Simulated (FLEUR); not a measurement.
# BAs (F-43m) in FLEUR: further runs, part 2 of 2

FLEUR MaX-R8.1 (later development tree). Earlier steps stand in the parts before.

### Step 3. Equation of state, PBEsol, 13.08 Å³/atom (volume scaled by 0.96)

File inp.xml:

```xml
<?xml version="1.0" encoding="UTF-8" standalone="no"?>
<fleurInput fleurInputVersion="0.39">
   <comment>
      BAs                                                                                                 
   </comment>
   <calculationSetup>
      <cutoffs Kmax="4.92" Gmax="15.3" GmaxXC="15.3" numbands="0"/>
      <scfLoop itmax="60" minDistance="0.00001" maxIterBroyd="15" imix="Anderson" alpha="0.05" precondParam="0.0" spinf="2.0" sdNocoIR="T"/>
      <coreElectrons ctail="T" frcor="F" kcrel="0" coretail_lmax="0"/>
      <xcFunctional name="PBEs" relativisticCorrections="F"/>
      <magnetism jspins="1"/>
      <soc l_soc="F" theta="0.0" phi="0.0" spav="F"/>
      <expertModes spex="0" secvar="F"/>
      <geometryOptimization l_f="F" forcealpha="1.0" forcemix="BFGS" epsdisp="0.00001" epsforce="0.00001"/>
      <ldaU l_linMix="F" mixParam="0.05" spinf="1.0"/>
   </calculationSetup>
   <cell>
      <bzIntegration valenceElectrons="24.0" mode="hist" fermiSmearingEnergy="0.00183747">
         <kPointListSelection listName="default-1"/>
         <!-- k-points included here -->
         <xi:include xmlns:xi="http://www.w3.org/2001/XInclude" href="kpts.xml"> </xi:include>
      </bzIntegration>
      <!-- symmetry operations included here -->
      <xi:include xmlns:xi="http://www.w3.org/2001/XInclude" href="sym.xml"> </xi:include>
      <bulkLattice scale="0.9864848297">
         <bravaisMatrix>
            <row-1>    0.0000000000000000     4.5136108486071000     4.5136108486071000</row-1>
            <row-2>    4.5136108486071000     0.0000000000000000     4.5136108486071000</row-2>
            <row-3>    4.5136108486071000     4.5136108486071000     0.0000000000000000</row-3>
         </bravaisMatrix>
      </bulkLattice>
   </cell>
   <atomSpecies>
      <species name="Arsenic (As)" element="As" atomicNumber="33">
         <mtSphere radius="1.99" gridPoints="677" logIncrement="0.018"/>
         <atomicCutoffs lmax="8" lnonsphr="8"/>
         <electronConfig flipSpins="F">
            <coreConfig>(1s1/2) (2s1/2) (2p1/2) (2p3/2) (3s1/2)</coreConfig>
            <valenceConfig>(3p1/2) (3p3/2) (4s1/2) (3d3/2) (3d5/2) (4p1/2) (4p3/2)</valenceConfig>
            <stateOccupation state="(4p1/2)" spinUp="0.500000" spinDown="0.500000"/>
            <stateOccupation state="(4p3/2)" spinUp="1.000000" spinDown="1.000000"/>
         </electronConfig>
         <energyParameters s="4" p="4" d="3" f="4"/>
         <lo type="SCLO" l="1" n="3" eDeriv="0"/>
         <lo type="SCLO" l="1" n="3" eDeriv="1"/>
         <lo type="HELO" l="2" n="4" eDeriv="0"/>
         <lo type="HELO" l="2" n="4" eDeriv="1"/>
         <lo type="SCLO" l="0" n="4" eDeriv="2"/>
         <lo type="SCLO" l="3" n="4" eDeriv="2"/>
      </species>
      <species name="Boron (B)" element="B" atomicNumber="5">
         <mtSphere radius="1.52" gridPoints="519" logIncrement="0.02"/>
         <atomicCutoffs lmax="8" lnonsphr="8"/>
         <electronConfig flipSpins="F">
            <coreConfig>(1s1/2)</coreConfig>
            <valenceConfig>(2s1/2) (2p1/2) (2p3/2)</valenceConfig>
            <stateOccupation state="(2p1/2)" spinUp="0.166667" spinDown="0.166667"/>
            <stateOccupation state="(2p3/2)" spinUp="0.333333" spinDown="0.333333"/>
         </electronConfig>
         <energyParameters s="2" p="2" d="3" f="4"/>
         <lo type="SCLO" l="0" n="2" eDeriv="2"/>
         <lo type="SCLO" l="1" n="2" eDeriv="2"/>
         <lo type="SCLO" l="2" n="3" eDeriv="2"/>
      </species>
   </atomSpecies>
   <atomGroups>
      <atomGroup species="Arsenic (As)">
         <relPos label="                   1">-1.000/4.000 -1.000/4.000 -1.000/4.000</relPos>
         <force calculate="T" relaxXYZ="TTT"/>
      </atomGroup>
      <atomGroup species="Boron (B)">
         <relPos label="                   2">.0000000000 .0000000000 .0000000000</relPos>
         <force calculate="T" relaxXYZ="TTT"/>
      </atomGroup>
   </atomGroups>
   <output dos="F" band="F" slice="F">
      <checks vchk="F" cdinf="F"/>
      <bandDOS minEnergy="-.5*Htr" maxEnergy="0.5*Htr" sigma="0.015" storeEVData="T"/>
      <vacuumDOS vacdos="F" integ="F" star="F" nstars="0" locx1="0.0" locy1="0.0" locx2="0.0" locy2="0.0" nstm="0" tworkf="0.0"/>
      <unfoldingBand unfoldBand="F" supercellX="1" supercellY="1" supercellZ="1"/>
      <plotting iplot="0" polar="F">
         <plot TwoD="T" vec1="  1.0  0.0  0.0" vec2="  0.0  1.0  0.0" vec3="  0.0  0.0  1.0" zero="  0.0  0.0  0.0" file="plot"/>
      </plotting>
      <chargeDensitySlicing numkpt="0" minEigenval="0.0" maxEigenval="0.0" nnne="0" pallst="F"/>
      <specialOutput eonly="F"/>
      <moessbauerParams electricFieldGradient="T" isomerShift="T" coreHyperfine="T" valenceHyperfine="T"/>
      <magneticCircularDichroism mcd="F" energyLo="-10.0" energyUp="0.0"/>
   </output>
  <!-- We include the file relax.xml here to enable relaxations (see documentation) -->
  <xi:include xmlns:xi="http://www.w3.org/2001/XInclude" href="relax.xml"> <xi:fallback/> </xi:include>
</fleurInput>
```

Potentials or basis: all-electron, FLAPW.

On the command line:

```console
$ inpgen -f crystal.txt -profile fastHighL
$ # inp.xml edited to the form shown
$ fleur_MPI
```

Wall time 57 s (1 thread of Arm Neoverse V2, shared host); peak memory 0.06 GiB.

The run converged. Its results:

- Free energy: -62157.0952 eV
- Band gap on the k mesh: 1.05 eV, indirect (least direct gap 3.30 eV)
- Valence electrons inside the program's atomic spheres: As 18.44; B 1.34 (radii As 1.99, B 1.52 bohr)

### Step 4. Equation of state, PBEsol, 13.35 Å³/atom (volume scaled by 0.98)

Changes to inp.xml since step 3:

```diff
@@ -24,3 +24,3 @@
       <xi:include xmlns:xi="http://www.w3.org/2001/XInclude" href="sym.xml"> </xi:include>
-      <bulkLattice scale="0.9864848297">
+      <bulkLattice scale="0.9932883884">
          <bravaisMatrix>
```

On the command line:

```console
$ inpgen -f crystal.txt -profile fastHighL
$ # inp.xml edited to the form shown
$ fleur_MPI
```

Wall time 59 s (1 thread of Arm Neoverse V2, shared host); peak memory 0.06 GiB.

The run converged. Its results:

```yaml
Free_energy: -62157.1074 eV
Band_gap_on_the_k_mesh: 1.07 eV, indirect (least direct gap 3.27 eV)
Valence_electrons_inside_the_program's_atomic_spheres: As 18.43; B 1.32 (radii As 1.99, B 1.52 bohr)
```

### Step 5. Equation of state, PBEsol, 13.63 Å³/atom

Changes to inp.xml since step 4:

```diff
@@ -24,3 +24,3 @@
       <xi:include xmlns:xi="http://www.w3.org/2001/XInclude" href="sym.xml"> </xi:include>
-      <bulkLattice scale="0.9932883884">
+      <bulkLattice scale="1.0000000000">
          <bravaisMatrix>
```

On the command line:

```console
$ inpgen -f crystal.txt -profile fastHighL
$ # inp.xml edited to the form shown
$ fleur_MPI
```

It took 61 s on 1 thread of Arm Neoverse V2, shared host; peak memory 0.06 GiB.

Results (log left out):

```yaml
Free_energy: -62157.1095 eV
Band_gap_on_the_k_mesh: 1.09 eV, indirect (least direct gap 3.25 eV)
Valence_electrons_inside_the_program's_atomic_spheres: As 18.41; B 1.31 (radii As 1.99, B 1.52 bohr)
```

### Step 6. Equation of state, PBEsol, 13.90 Å³/atom (volume scaled by 1.02)

Changes to inp.xml since step 5:

```diff
@@ -24,3 +24,3 @@
       <xi:include xmlns:xi="http://www.w3.org/2001/XInclude" href="sym.xml"> </xi:include>
-      <bulkLattice scale="1.0000000000">
+      <bulkLattice scale="1.0066227096">
          <bravaisMatrix>
```

Potentials or basis: all-electron, FLAPW.

On the command line:

```console
$ inpgen -f crystal.txt -profile fastHighL
$ # inp.xml edited to the form shown
$ fleur_MPI
```

It took 63 s on 1 thread of Arm Neoverse V2, shared host; peak memory 0.06 GiB.

Results (log left out):

| Item | Value |
| --- | --- |
| Free energy | -62157.1021 eV |
| Band gap on the k mesh | 1.11 eV, indirect (least direct gap 3.22 eV) |
| Valence electrons inside the program's atomic spheres | As 18.39; B 1.29 (radii As 1.99, B 1.52 bohr) |

### Step 7. Equation of state, PBEsol, 14.17 Å³/atom (volume scaled by 1.04)

Changes to inp.xml since step 6:

```diff
@@ -24,3 +24,3 @@
       <xi:include xmlns:xi="http://www.w3.org/2001/XInclude" href="sym.xml"> </xi:include>
-      <bulkLattice scale="1.0066227096">
+      <bulkLattice scale="1.0131594038">
          <bravaisMatrix>
```

On the command line:

```console
$ inpgen -f crystal.txt -profile fastHighL
$ # inp.xml edited to the form shown
$ fleur_MPI
```

Run time: 66 s. Hardware: 1 thread of Arm Neoverse V2, shared host; peak memory 0.06 GiB.

Results (log left out):

* Free energy: -62157.0864 eV
* Band gap on the k mesh: 1.12 eV, indirect (least direct gap 3.20 eV)
* Valence electrons inside the program's atomic spheres: As 18.38; B 1.27 (radii As 1.99, B 1.52 bohr)

### Step 8. Equation of state, PBEsol, 14.44 Å³/atom (volume scaled by 1.06)

Changes to inp.xml since step 7:

```diff
@@ -24,3 +24,3 @@
       <xi:include xmlns:xi="http://www.w3.org/2001/XInclude" href="sym.xml"> </xi:include>
-      <bulkLattice scale="1.0131594038">
+      <bulkLattice scale="1.0196128224">
          <bravaisMatrix>
```

On the command line:

```console
$ inpgen -f crystal.txt -profile fastHighL
$ # inp.xml edited to the form shown
$ fleur_MPI
```

Run time: 68 s. Hardware: 1 thread of Arm Neoverse V2, shared host; peak memory 0.06 GiB.

Results (log left out):

```
Free energy                                           : -62157.0630 eV
Band gap on the k mesh                                : 1.14 eV, indirect (least direct gap 3.18 eV)
Valence electrons inside the program's atomic spheres : As 18.37; B 1.26 (radii As 1.99, B 1.52 bohr)
```

### Step 9. Equation of state, PBEsol

Potentials or basis: all-electron, FLAPW.

This step only gathers the single runs of the series.

Results:

- Equilibrium volume: 13.54 Å³/atom
- Bulk modulus: 140 GPa
- Pressure derivative of the bulk modulus: 4.0

Energy against volume, from the lowest point:
```
volume (Å³/atom)  energy (meV/atom)
          12.809              19.03
          13.081               7.13
          13.354               1.03
          13.626               0.00
          13.899               3.67
          14.171              11.55
          14.444              23.24
```

### Step 10. Comparison with measurements

Step 9. Against the measured bulk modulus of BAs, 148 GPa (quoted in “Basic Physical Properties of Cubic Boron Arsenide”, 2019, arxiv:1911.11281), the calculated 140 GPa is off by -5.2 %. The fit is for a static lattice scaled at fixed shape and fixed fractional positions.
